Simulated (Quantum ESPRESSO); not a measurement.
## PbS (Galena): phonons with PBE

**Experimental background.**

From a printed reference work, monograph, for a bulk crystal of PbS at 300 K: high-frequency dielectric constant 17.2.

Crystal: PbS (Galena).

```xyz
2
Lattice="0.0000 2.9657 2.9657 2.9657 0.0000 2.9657 2.9657 2.9657 0.0000" Properties=species:S:1:pos:R:3 pbc="T T T"
Pb    0.0000    0.0000    0.0000
S     2.9657    2.9657    2.9657
```

```yaml
Program: Quantum ESPRESSO 7.5
Task: phonons
Functional: PBE
Potentials_or_basis: SSSP 1.3 efficiency PBE
Cutoff: 748 eV
Density_cutoff: 5987 eV
k_mesh: 6 × 6 × 6, shifted
Occupations: fermi-dirac, width 0.05 eV
Spin: no spin polarisation
Mixing_beta: 0.5
Most_SCF_iterations: 120
SCF_threshold: 4e-10 Ry
```

```json
{"Pressure after relaxing": "2.2 GPa", "Electronic dielectric tensor (diagonal)": "15.72", "Born charges (mean of the diagonal)": "Pb +4.50; S -4.47 e", "Highest phonon frequency at Γ, LO-TO splitting left out": "79 cm⁻¹", "Static dielectric tensor (diagonal)": "126.44"}
```

Levels at points of the mesh, in eV from the valence-band top:
| k point | band 8 | band 9 | band 10 | band 11 | band 12 | band 13 |
| --- | --- | --- | --- | --- | --- | --- |
| (0.08, 0.08, 0.08) | -1.82 | -1.82 | -1.68 | 4.87 | 5.12 | 5.12 |

Phonon frequencies in cm⁻¹ (negative: imaginary):
| q point | frequencies |
| --- | --- |
| (0.000, 0.000, 0.000) | -1 -1 -1 79 79 79 |

Electronic dielectric tensor:
```
15.72  0.00  0.00
 0.00 15.72  0.00
 0.00  0.00 15.72
```

Born effective charge tensors (e):
atom 1, Pb
```
4.50 0.00 0.00
0.00 4.50 0.00
0.00 0.00 4.50
```
atom 2, S
```
-4.47  0.00  0.00
 0.00 -4.47  0.00
 0.00  0.00 -4.47
```

Optical modes at Γ, degenerate ones joined, polar ones without the macroscopic field:
| cm⁻¹ | components | symmetry | active in | IR intensity, summed ((D/Å)²/amu) |
| --- | --- | --- | --- | --- |
| 79 | 3 | T1u | IR | 50.14 |

Zone-centre frequencies without and with the macroscopic field along z (cm⁻¹):
```
                optical modes in rising order
       without                       79 79 79
with the field                      79 79 223
```

Static dielectric tensor, electrons and zone-centre modes:
```
126.44   0.00   0.00
  0.00 126.44   0.00
  0.00   0.00 126.44
```

Run time: 3.9 min on 4 MPI ranks on Arm Neoverse V1, on a shared host, peak memory 0.72 GiB a rank.

Measured high-frequency dielectric constant of PbS: 17.2 (300 K; a printed reference work, monograph). This calculation gives 15.72 (-8.6 %).

Spin-orbit coupling is left out, which matters for the levels of Pb.
